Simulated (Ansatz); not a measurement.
A calculation with Ansatz 0.2.0 of Pd (native input, structure typed inline):

Contents of input.yaml:

```yaml
crystal:
  lattice:
    - [0.0, 1.9465, 1.9465]
    - [1.9465, 0.0, 1.9465]
    - [1.9465, 1.9465, 0.0]
  atoms:
    - { symbol: Pd, position: [0.0, 0.0, 0.0] }
hamiltonian:
  xc: rpbe
  pseudopotentials: { kind: paw_fr }
  dispersion: d3bjatm
  hubbard: { sites: [{ species: Pd, l: d, u_eff: 3.0 }], double_counting: fll }
magnetization:
  noncollinear: true
  spin_orbit: true
kpoints:
  mp_grid: { grid: [12, 12, 12] }
scf:
  occupations: { method: fermi_dirac, width: 0.01 }
output:
  forces: true
  stress: true
  eigenvalues: true
  xc_energy_on_converged_density: [lda, pbe, pbesol, revpbe, blyp]
```

Potentials or basis: Ansatz PAW.

Run with:

```bash
$ ansatz run input.yaml --threads 1 --pin off --max-ram 2560MiB --backend cpu --events-out ev --progress --plain --runs-dir out
```

Write the same calculation in another form: native input, Cartesian positions.

As run:

Contents of input.yaml:

```yaml
crystal:
  lattice:
    - [0.0, 1.9465, 1.9465]
    - [1.9465, 0.0, 1.9465]
    - [1.9465, 1.9465, 0.0]
  atoms:
    - { symbol: Pd, position_ang: [0.0, 0.0, 0.0] }
hamiltonian:
  xc: rpbe
  pseudopotentials: { kind: paw_fr }
  dispersion: d3bjatm
  hubbard: { sites: [{ species: Pd, l: d, u_eff: 3.0 }], double_counting: fll }
magnetization:
  noncollinear: true
  spin_orbit: true
kpoints:
  mp_grid: { grid: [12, 12, 12] }
scf:
  occupations: { method: fermi_dirac, width: 0.01 }
output:
  forces: true
  stress: true
  eigenvalues: true
  xc_energy_on_converged_density: [lda, pbe, pbesol, revpbe, blyp]
  write_density: true
  write_potential: true
  elf: true
  volumetric_format: npy
```

Potentials or basis: Ansatz PAW.

Launch:

```bash
$ ansatz run input.yaml --threads 1 --pin off --max-ram 2560MiB --backend cpu --events-out ev --progress --plain --runs-dir out
```

Both were run:

|  | native input, structure typed inline | native input, Cartesian positions |
| --- | --- | --- |
| Pressure | -26.0 GPa | -26.0 GPa |
| Band gap on the k mesh | none (metal or under the smearing width) | none (metal or under the smearing width) |

Keys that steer only the numerical path or the files written may differ.

Caveat: U without spin polarisation on a metal has little footing; pairwise dispersion overbinds metals, which lowers pressure and volume; the PAW data sets come from PBE, with cores solved anew for the run's functional, which leaves a small shift of forces and pressure; the U is typed as a test and isn't derived for this compound.
